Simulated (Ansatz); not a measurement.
## ScAl$_{3}$ (Pm-3m), an elastic constant from a strain scan

All numbers below come from DFT r2SCAN, scalar-relativistic, plane waves, PAW in Ansatz. Cutoff 500 eV, Γ-centred 12×12×12 k-points, Gaussian smearing of 0.15 eV. No spin polarisation. Energies are free energies at this smearing, counted from the undisturbed cell; pressure is positive in compression.

Reference structure (relaxed at this level; it needn't be the usual structure):

```
Sc Al
1.0
     4.08554    0.00000    0.00000
     0.00000    4.08554    0.00000
     0.00000    0.00000    4.08554
Sc Al
1 3
Direct
  0.00000 0.00000 0.00000
  0.50000 0.00000 0.50000
  0.00000 0.50000 0.50000
  0.50000 0.50000 0.00000
```

The cell is strained by ε times the Voigt pattern (1, -1, 0, 0, 0, 0) (xx, yy, zz, yz, xz, xy; engineering shear) with fractional coordinates fixed. The cell holds 4 atoms in V0 = 68.19 Å³. The stress column is τ = (1/V0) dE/dε, got from the stress tensor σ (compression positive) at each point as −det(1 + εP) σ : P(1 + εP)⁻¹, with P the pattern as a tensor.

```csv
ε,ΔE (meV/atom),τ (GPa)
-0.0350,20.400,-10.838
-0.0300,15.027,-9.351
-0.0250,10.456,-7.829
-0.0200,6.701,-6.282
-0.0100,1.679,-3.152
0.0000,0.000,0.000
0.0100,1.679,3.152
0.0200,6.701,6.282
0.0250,10.456,7.829
0.0300,15.027,9.351
0.0350,20.400,10.838
0.0400,?,?
```

Question: Which combination of elastic constants does this scan measure, and how large is it?

Answer: For small ε, τ = τ0 + Kε with K = pᵀCp, which for this pattern is 2(C11 − C12) in the cubic axes. The parabola through τ at ε = -0.0100, 0 and 0.0100 has slope K = 315 GPa at zero. The energies per cell, E = NΔE, of the same two points give K = 2[E(ε₊)/ε₊ − E(ε₋)/ε₋]/[(ε₊ − ε₋)V0] = 315 GPa, in agreement.

Question: Predict the withheld row at ε = 0.0400 from the harmonic law, and compare.

Answer: ΔE = V0(τ0 ε + Kε²/2)/N = 26.830 meV/atom and τ = 12.61 GPa. The calculation gives 26.554 meV/atom and 12.29 GPa, a miss of 1.0 % of the harmonic energy, so the harmonic law still holds here.

In a metal these slopes depend on the k mesh and the smearing.

Cost: 7 runs of about 8.3 core-minutes in all, on Intel Xeon Processor @ 2.50GHz (Skylake/Cascade Lake) (shared hosts).